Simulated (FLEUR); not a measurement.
KBr:

```
Br K
1.0
     0.00000    3.30000    3.30000
     3.30000    0.00000    3.30000
     3.30000    3.30000    0.00000
Br K
1 1
Direct
  0.50000 0.50000 0.50000
  0.00000 0.00000 0.00000
```

Program: FLEUR MaX-R8.1 (later development tree). Alike in all runs: potentials or basis all-electron, FLAPW; no spin polarisation; cell as given; k mesh 7 × 7 × 7; smearing fermi-dirac 0.05 eV.

**Question.** Order these runs on this cell by their band gap on the k mesh, lowest first.
A. level PBE; gmax 11.8 1/bohr; kmax 3.8 1/bohr
B. level RPBE; gmax 12.7 1/bohr; kmax 4.1 1/bohr
C. level PBEsol; gmax 12.7 1/bohr; kmax 4.1 1/bohr

**Answer.** C (4.28 eV), A (4.44 eV), B (5.05 eV).

Caveats: an odd mesh through Γ misses points on the zone boundary, where band edges often lie (some runs).

Not every run made on this cell is shown here.
